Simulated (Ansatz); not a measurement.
## Electric field gradients in ZnS

The cell is a Materials Project structure (computed, not necessarily an observed phase).

```yaml
crystal:
  lattice:
    - [3.80905, 0.00000, 0.00000]
    - [-1.90453, 3.29874, 0.00000]
    - [0.00000, 0.00000, 43.57653]
  atoms:
    - { symbol: Zn, position: [0.00000, 0.00000, 0.14286] }
    - { symbol: Zn, position: [0.66667, 0.33333, 0.78577] }
    - { symbol: Zn, position: [0.66667, 0.33333, 0.07146] }
    - { symbol: Zn, position: [0.00000, 0.00000, 0.57139] }
    - { symbol: Zn, position: [0.33333, 0.66667, 0.21423] }
    - { symbol: Zn, position: [0.00000, 0.00000, 0.71434] }
    - { symbol: Zn, position: [0.66667, 0.33333, 0.64287] }
    - { symbol: Zn, position: [0.33333, 0.66667, 0.35718] }
    - { symbol: Zn, position: [0.33333, 0.66667, 0.00004] }
    - { symbol: Zn, position: [0.00000, 0.00000, 0.42846] }
    - { symbol: Zn, position: [0.00000, 0.00000, 0.92852] }
    - { symbol: Zn, position: [0.66667, 0.33333, 0.28570] }
    - { symbol: Zn, position: [0.66667, 0.33333, 0.49989] }
    - { symbol: Zn, position: [0.33333, 0.66667, 0.85709] }
    - { symbol: S, position: [0.00000, 0.00000, 0.98220] }
    - { symbol: S, position: [0.00000, 0.00000, 0.19645] }
    - { symbol: S, position: [0.66667, 0.33333, 0.33938] }
    - { symbol: S, position: [0.66667, 0.33333, 0.69648] }
    - { symbol: S, position: [0.00000, 0.00000, 0.76797] }
    - { symbol: S, position: [0.33333, 0.66667, 0.91065] }
    - { symbol: S, position: [0.33333, 0.66667, 0.26780] }
    - { symbol: S, position: [0.66667, 0.33333, 0.55352] }
    - { symbol: S, position: [0.33333, 0.66667, 0.41072] }
    - { symbol: S, position: [0.33333, 0.66667, 0.05362] }
    - { symbol: S, position: [0.00000, 0.00000, 0.48201] }
    - { symbol: S, position: [0.00000, 0.00000, 0.62500] }
    - { symbol: S, position: [0.66667, 0.33333, 0.83932] }
    - { symbol: S, position: [0.66667, 0.33333, 0.12505] }
```

Sites (sets of like atoms) are named by element and the number of their first atom in this list.

Method: Kohn–Sham DFT in Ansatz, r2SCAN, plane waves and PAW, scalar-relativistic, 500 eV cutoff, Γ-centred 8×8×1 k-points, Fermi–Dirac smearing 0.02 eV.

C_Q = eQV_zz/h, which is 24.18 MHz for Q = 1 b and V_zz = 10²¹ V/m²; η = (V_xx − V_yy)/V_zz. Directions are in the Cartesian axes of the cell vectors above, for the atom listed; none is given where the gradient is under 0.02 or η is above 0.95.

```tsv
site	first atom	first shell	V_zz (10²¹ V/m²)	η	direction of V_zz (x, y, z)
Zn1	1	4 S at 2.33–2.34 Å	0.083	0.00	0.00 0.00 1.00
Zn2	2	4 S at 2.33 Å	0.11	0.00	0.00 0.00 1.00
Zn3	3	4 S at 2.33–2.34 Å	0.080	0.00	0.00 0.00 1.00
Zn4	4	4 S at 2.33–2.34 Å	0.031	0.00	0.00 0.00 1.00
Zn5	5	4 S at 2.33 Å	0.100	0.00	0.00 0.00 1.00
Zn6	6	4 S at 2.33–2.34 Å	0.025	0.00	0.00 0.00 1.00
Zn7	7	4 S at 2.33–2.34 Å	0.028	0.00	0.00 0.00 1.00
Zn8	8	4 S at 2.33 Å	0.098	0.00	0.00 0.00 1.00
Zn9	9	4 S at 2.33 Å	0.12	0.00	0.00 0.00 1.00
Zn10	10	4 S at 2.33 Å	0.096	0.00	0.00 0.00 1.00
Zn11	11	4 S at 2.33–2.34 Å	0.015	0.00	–
Zn12	12	4 S at 2.33–2.34 Å	<0.005	–	–
Zn14	14	4 S at 2.33 Å	0.092	0.00	0.00 0.00 1.00
S15	15	4 Zn at 2.33–2.34 Å	0.18	0.00	0.00 0.00 1.00
S16	16	4 Zn at 2.33–2.34 Å	-0.029	0.00	0.00 0.00 1.00
S17	17	4 Zn at 2.33–2.34 Å	0.16	0.00	0.00 0.00 1.00
S18	18	4 Zn at 2.33–2.34 Å	0.20	0.00	0.00 0.00 1.00
S19	19	4 Zn at 2.33–2.34 Å	0.15	0.00	0.00 0.00 1.00
S20	20	4 Zn at 2.33 Å	0.026	0.00	0.00 0.00 1.00
S21	21	4 Zn at 2.33 Å	0.043	0.00	0.00 0.00 1.00
S22	22	4 Zn at 2.33–2.34 Å	0.20	0.00	0.00 0.00 1.00
S23	23	4 Zn at 2.33 Å	-0.049	0.00	0.00 0.00 1.00
S24	24	4 Zn at 2.33 Å	0.005	0.00	–
S25	25	4 Zn at 2.33 Å	0.014	0.00	–
S27	27	4 Zn at 2.33 Å	-0.038	0.00	0.00 0.00 1.00
S28	28	4 Zn at 2.33–2.34 Å	-0.014	0.00	–
```

An axis of threefold or higher order runs through Zn1, Zn2, Zn3, Zn4, Zn5 and Zn6 and others, so V_zz lies along it and η is zero.

With these PAW files V_zz is typically within 2 to 3 % of all-electron values, but misses above 10 % occur on Zn.
